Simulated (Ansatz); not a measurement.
**Quadrupolar parameters in InSb at a changed volume**

The cell is an entry of the Crystallography Open Database (COD), relaxed with PBE at fixed cell and then changed (volume scaled by 1.02, ions relaxed).

```
CELL_PARAMETERS angstrom
5.39248 0.00000 0.00000
0.00000 5.74983 0.00000
0.00000 0.00000 3.08329
ATOMIC_POSITIONS crystal
In 0.00000 0.00000 0.17224
In 0.50000 0.50000 0.82776
Sb 0.50000 0.00000 0.71496
Sb 0.00000 0.50000 0.28504
```

Sites (sets of like atoms) are named by element and the number of their first atom in this list.

Computed with Ansatz: DFT, PBE, plane waves and PAW, scalar-relativistic, 420 eV cutoff, Γ-centred 9×8×15 k-points, Fermi–Dirac smearing 0.05 eV.

V_zz is the principal component of the electric field gradient with the largest magnitude, η = (V_xx − V_yy)/V_zz and C_Q = eQV_zz/h. ν_Q = 3|C_Q|/[2I(2I − 1)].

¹¹³In: I = 9/2, Q = 761.0 mb; ¹²¹Sb: I = 5/2, Q = -543.0 mb. Q values from Pyykkö, Mol. Phys. 116, 1328 (2018).

Q: Give the quadrupolar parameters of the distinct sites.

A: 

| site | atoms (order as listed) | first shell | C_Q (MHz) | η | ν_Q (MHz) |
| --- | --- | --- | --- | --- | --- |
| In | 1, 2 | 6 Sb at 2.90–3.17 Å, 2 In at 3.08 Å | -103 | 0.30 | 4.29 |
| Sb | 3, 4 | 6 In at 2.90–3.17 Å, 2 Sb at 3.08 Å; also 2 In at 3.97 Å | -159 | 0.89 | 23.9 |

The run finds no gap above 0.1 eV (a metal, or nearly one), so the gradients can move by 10 % or more with the k-mesh. Without spin–orbit coupling (the program notes it for In and Sb) the gradients can shift somewhat, as the gap is small. With these PAW files V_zz is typically within 2 to 3 % of all-electron values, but misses above 10 % occur on Sb. At this changed cell the PBE pressure is 12 GPa.

The relaxation (2 steps) took 77 s of wall time (75 s of CPU time) and 0.91 GiB at its peak, on 1 thread of Intel Xeon Platinum 8259CL CPU @ 2.50GHz (Skylake/Cascade Lake) (x86_64; 16 cores open to the job, memory cap 3.0 GiB, no GPU), a shared host with a load of 0.5 a core.
